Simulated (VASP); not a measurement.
# Al (Fm-3m) in VASP: notebook, part 2 of 2

VASP 6.6.1. The steps go on from the part before.

## Step 3: Single point, PBE (a relaxed cell with its volume scaled by 0.91)

INCAR

```
PREC     = Accurate       # precision mode
ENCUT    = 520            # plane-wave cutoff, eV
EDIFF    = 1E-7           # SCF threshold, eV
ISMEAR   = 0              # smearing method
SIGMA    = 0.1            # smearing width, eV
LREAL    = False          # projectors in reciprocal space
LASPH    = True           # aspherical terms in the spheres
NELM     = 100            # most SCF steps
ALGO     = Normal         # electronic algorithm
ISIF     = 2              # what is computed and relaxed
LWAVE    = False          # write WAVECAR
LCHARG   = False          # write CHGCAR
GGA      = PE             # functional
NBANDS   = 8              # bands
```

KPOINTS

```
regular mesh
0
Gamma
  4 4 4
```

POSCAR

```
Al                                      
1.0
    0.0000000000      1.9639706640      1.9639706640
    1.9639706640      0.0000000000      1.9639706640
    1.9639706640      1.9639706640      0.0000000000
  Al            
     1
Direct
     0.0000000000000000    0.0000000000000000    0.0000000000000000
```

Potentials or basis: VASP PAW PBE potentials, release 64 (Al).

The run is started by

```
cat potpaw_PBE.64/Al/POTCAR > POTCAR
mpirun -np 1 vasp_std > vasp.out
```

OUTCAR:

```text
PREC = Accurate
   ENCUT = 520
   EDIFF = 1E-7
   ISMEAR = 0
   LREAL = False
   LASPH = True
   NELM = 100
   ISIF = 2
   GGA = PE

 ion  position               nearest neighbor table
   1  0.000  0.000  0.000-

  LATTYP: Found a face centered cubic cell.
 ALAT       =     3.9279413280

  Lattice vectors:

 A1 = (   0.0000000000,   1.9639706640,   1.9639706640)
 A2 = (   1.9639706640,   0.0000000000,   1.9639706640)
 A3 = (   1.9639706640,   1.9639706640,   0.0000000000)

Analysis of symmetry for initial positions (statically):
=====================================================================
 Subroutine PRICEL returns:
 Original cell was already a primitive cell.

 Routine SETGRP: Setting up the symmetry group for a
 face centered cubic supercell.

 Subroutine GETGRP returns: Found 48 space group operations
 (whereof 48 operations were pure point group operations)
 out of a pool of 48 trial point group operations.

The static configuration has the point symmetry O_h .

Analysis of symmetry for dynamics (positions and initial velocities):
=====================================================================
 Subroutine PRICEL returns:
 Original cell was already a primitive cell.

 Routine SETGRP: Setting up the symmetry group for a
 face centered cubic supercell.

 Subroutine GETGRP returns: Found 48 space group operations
 (whereof 48 operations were pure point group operations)
 out of a pool of 48 trial point group operations.

The dynamic configuration has the point symmetry O_h .

 Subroutine INISYM returns: Found 48 space group operations
 (whereof 48 operations are pure point group operations),
 and found     1 'primitive' translations

----------------------------------------------------------------------------------------

[... 93 lines left out ...]
     AMIX_MAG =   1.60;   BMIX_MAG =  1.00
  volume/ion in A,a.u.               =      15.15       102.24
  Fermi-wavevector in a.u.,A,eV,Ry     =   0.954195  1.803166 12.387930  0.910487
  Thomas-Fermi vector in A             =   2.082919
   LORBIT       =      0    0 simple, 1 ext, 2 COOP (PROOUT), +10 PAW based schemes
   GGA     = PE    functional components
   LHFCALC =     F    Hartree Fock is set to
   AEXX    =    0.0000 exact exchange contribution
   IVDW    =     0    specifies the selected vdW correction
   LEPSILON=     F    determine dielectric tensor
   LRPA    =     F    only Hartree local field effects (RPA)
 non-spin polarized calculation
 Gauss-broadening in eV      SIGMA  =   0.10
  energy-cutoff  :      520.00
  volume of cell :       15.15
 maximum number of plane-waves:       415
 NGX is ok and might be reduce to    24
   NGX = 11   NGY = 11   NGZ = 11

 number of electron       3.0000000 magnetization

 Free energy of the ion-electron system (eV)
  ---------------------------------------------------
  ext. energy  EPLUGINS =         0.00000000
  ---------------------------------------------------
  free energy    TOTEN  =        -3.41907319 eV

  energy without entropy =       -3.40376622  energy(sigma->0) =       -3.41141971

 E-fermi :   8.1830     XC(G=0): -10.5049

 val. band max:        8.1253682713   @ k =   0.5000   0.2500   0.0000
 cond. band min:       8.9309181176   @ k =  -0.2500   0.5000   0.2500
 fundamental gap:      0.8055498464
 Fermi energy:         8.1829799785

 k-point     1 :       0.0000    0.0000    0.0000
  band No.  band energies     occupation
      1      -2.8133      2.00000
      2      22.0295      0.00000
      3      22.0295      0.00000
      4      22.0295      0.00000
      5      24.1915      0.00000
      6      24.1915      0.00000
      7      24.1915      0.00000
      8      26.0307      0.00000
[... 67 lines left out ...]
 k-point     8 :      -0.2500    0.5000    0.2500
  band No.  band energies     occupation
      1       7.9724      1.99709
      2       7.9724      1.99709
      3       8.9309      0.00000
      4      10.5273      0.00000
      5      25.5404      0.00000
      6      25.5404      0.00000
      7      26.4553      0.00000
      8      28.4248      0.00000

------------------------ aborting loop because EDIFF is reached ----------------------------------------

  FORCE on cell =-STRESS in cart. coord.  units (eV):
  Direction    XX          YY          ZZ          XY          YZ          ZX
  --------------------------------------------------------------------------------------
  -------------------------------------------------------------------------------------
  Total        0.9069670      0.9069670      0.9069670     -0.0000000      0.0000000     -0.0000000
  in kB       95.9107013     95.9107013     95.9107013     -0.0000000      0.0000000     -0.0000000
  external PRESSURE =      95.9107013 kB  Pullay stress =       0.0000000 kB

 VOLUME and BASIS-vectors are now :
 -----------------------------------------------------------------------------
  energy-cutoff  :      520.00
  volume of cell :       15.15
      direct lattice vectors                 reciprocal lattice vectors
     0.000000000  1.963970664  1.963970664    -0.254586287  0.254586287  0.254586287
     1.963970664  0.000000000  1.963970664     0.254586287 -0.254586287  0.254586287
     1.963970664  1.963970664  0.000000000     0.254586287  0.254586287 -0.254586287

 POSITION                                       TOTAL-FORCE (eV/Angst)
 -----------------------------------------------------------------------------------
      0.00000      0.00000      0.00000         0.000000      0.000000      0.000000
 -----------------------------------------------------------------------------------
    total drift:                                0.000000     -0.000000     -0.000000

  FREE ENERGIE OF THE ION-ELECTRON SYSTEM (eV)
  ---------------------------------------------------
  free  energy   TOTEN  =        -3.4190731947 eV

  energy  without entropy=       -3.4037662188  energy(sigma->0) =       -3.41141971
```

Wall time 1.5 s (1 thread of Intel Xeon 6975P-C (Granite Rapids), shared host); peak memory 0.12 GiB.

What came out:

```
Free energy            : -3.4191 eV
Pressure               : 9.6 GPa
Band gap on the k mesh : none (metal or under the smearing width)
```

Levels at points of the mesh, in eV from the Fermi level:
```tsv
k point	band 1	band 2	band 3	band 4
(0.00, 0.00, 0.00)	-11.00	13.85	13.85	13.85
(0.50, 0.00, 0.00)	-4.20	-3.75	12.60	12.60
(0.50, 0.50, 0.00)	-2.39	-0.89	6.02	6.75
```

Caveat: the k mesh is coarse (spacing up to 0.69 Å⁻¹), so the values aren't converged.

## Step 4: Single point, PBE (a relaxed cell with its volume scaled by 1.09)

INCAR is that of step 3.

KPOINTS is that of step 3.

POSCAR

```
Al                                      
1.0
    0.0000000000      2.0857553439      2.0857553439
    2.0857553439      0.0000000000      2.0857553439
    2.0857553439      2.0857553439      0.0000000000
  Al            
     1
Direct
     0.0000000000000000    0.0000000000000000    0.0000000000000000
```

Potentials or basis: VASP PAW PBE potentials, release 64 (Al).

The run is started by

```
cat potpaw_PBE.64/Al/POTCAR > POTCAR
mpirun -np 1 vasp_std > vasp.out
```

OUTCAR:

```text
PREC = Accurate
   ENCUT = 520
   EDIFF = 1E-7
   ISMEAR = 0
   LREAL = False
   LASPH = True
   NELM = 100
   ISIF = 2
   GGA = PE

 ion  position               nearest neighbor table
   1  0.000  0.000  0.000-

  LATTYP: Found a face centered cubic cell.
 ALAT       =     4.1715106878

  Lattice vectors:

 A1 = (   0.0000000000,   2.0857553439,   2.0857553439)
 A2 = (   2.0857553439,   0.0000000000,   2.0857553439)
 A3 = (   2.0857553439,   2.0857553439,   0.0000000000)

Analysis of symmetry for initial positions (statically):
=====================================================================
 Subroutine PRICEL returns:
 Original cell was already a primitive cell.

 Routine SETGRP: Setting up the symmetry group for a
 face centered cubic supercell.

 Subroutine GETGRP returns: Found 48 space group operations
 (whereof 48 operations were pure point group operations)
 out of a pool of 48 trial point group operations.

The static configuration has the point symmetry O_h .

Analysis of symmetry for dynamics (positions and initial velocities):
[... 141 lines left out ...]

 E-fermi :   6.4060     XC(G=0):  -9.8551

 val. band max:        6.3335059022   @ k =   0.5000   0.2500   0.0000
 cond. band min:       7.3731529664   @ k =  -0.2500   0.5000   0.2500
 fundamental gap:      1.0396470642
 Fermi energy:         6.4060198531

 k-point     1 :       0.0000    0.0000    0.0000
  band No.  band energies     occupation
      1      -3.4487      2.00000
      2      19.1498      0.00000
      3      19.1498      0.00000
      4      19.1498      0.00000
      5      19.9498      0.00000
      6      19.9498      0.00000
      7      19.9498      0.00000
      8      22.8439      0.00000
[... 67 lines left out ...]
 k-point     8 :      -0.2500    0.5000    0.2500
  band No.  band energies     occupation
      1       6.3199      1.77692
      2       6.3199      1.77692
      3       7.3732      0.00000
      4       7.6425      0.00000
      5      22.0399      0.00000
      6      22.0399      0.00000
      7      22.2244      0.00000
      8      24.3202      0.00000

------------------------ aborting loop because EDIFF is reached ----------------------------------------

  FORCE on cell =-STRESS in cart. coord.  units (eV):
  Direction    XX          YY          ZZ          XY          YZ          ZX
  --------------------------------------------------------------------------------------
  -------------------------------------------------------------------------------------
  Total       -0.6551473     -0.6551473     -0.6551473     -0.0000000     -0.0000000      0.0000000
  in kB      -57.8401581    -57.8401581    -57.8401581     -0.0000000     -0.0000000      0.0000000
  external PRESSURE =     -57.8401581 kB  Pullay stress =       0.0000000 kB

 VOLUME and BASIS-vectors are now :
 -----------------------------------------------------------------------------
  energy-cutoff  :      520.00
  volume of cell :       18.15
      direct lattice vectors                 reciprocal lattice vectors
     0.000000000  2.085755344  2.085755344    -0.239721308  0.239721308  0.239721308
     2.085755344  0.000000000  2.085755344     0.239721308 -0.239721308  0.239721308
     2.085755344  2.085755344  0.000000000     0.239721308  0.239721308 -0.239721308

 POSITION                                       TOTAL-FORCE (eV/Angst)
 -----------------------------------------------------------------------------------
      0.00000      0.00000      0.00000         0.000000      0.000000     -0.000000
 -----------------------------------------------------------------------------------
    total drift:                               -0.000000      0.000000     -0.000000

  FREE ENERGIE OF THE ION-ELECTRON SYSTEM (eV)
  ---------------------------------------------------
  free  energy   TOTEN  =        -3.4310091863 eV

  energy  without entropy=       -3.4134679585  energy(sigma->0) =       -3.42223857
```

Run time: 1.5 s. Hardware: 1 thread of Intel Xeon 6975P-C (Granite Rapids), shared host; peak memory 0.12 GiB.

What came out:

| Item | Value |
| --- | --- |
| Free energy | -3.4310 eV |
| Pressure | -5.8 GPa |
| Band gap on the k mesh | none (metal or under the smearing width) |

Levels at points of the mesh, in eV from the Fermi level:
```tsv
k point	band 1	band 2	band 3	band 4
(0.00, 0.00, 0.00)	-9.85	12.74	12.74	12.74
(0.50, 0.00, 0.00)	-3.62	-3.58	11.07	11.07
(0.50, 0.50, 0.00)	-2.05	-0.96	5.81	5.81
```

Caveat: the k mesh is coarse (spacing up to 0.65 Å⁻¹), so the values aren't converged.

## Step 5: Overview

| cell | gap on the mesh (eV) | pressure (GPa) |
| --- | --- | --- |
| a relaxed cell with its volume scaled by 1.06 | none | -4.2 |
| a relaxed cell with its volume scaled by 0.91 | none | 9.6 |
| a relaxed cell with its volume scaled by 1.09 | none | -5.8 |

Alike in all rows: task single point; level PBE; potentials or basis VASP PAW PBE potentials, release 64 (Al); no spin polarisation; k mesh 4 × 4 × 4; cutoff (eV) 520; smearing gaussian 0.1 eV; the mesh is coarse, so values aren't converged.

Caveats: all runs use coarse meshes.

Total energies depend on the potentials used, so only differences within one code and one set of settings carry meaning.
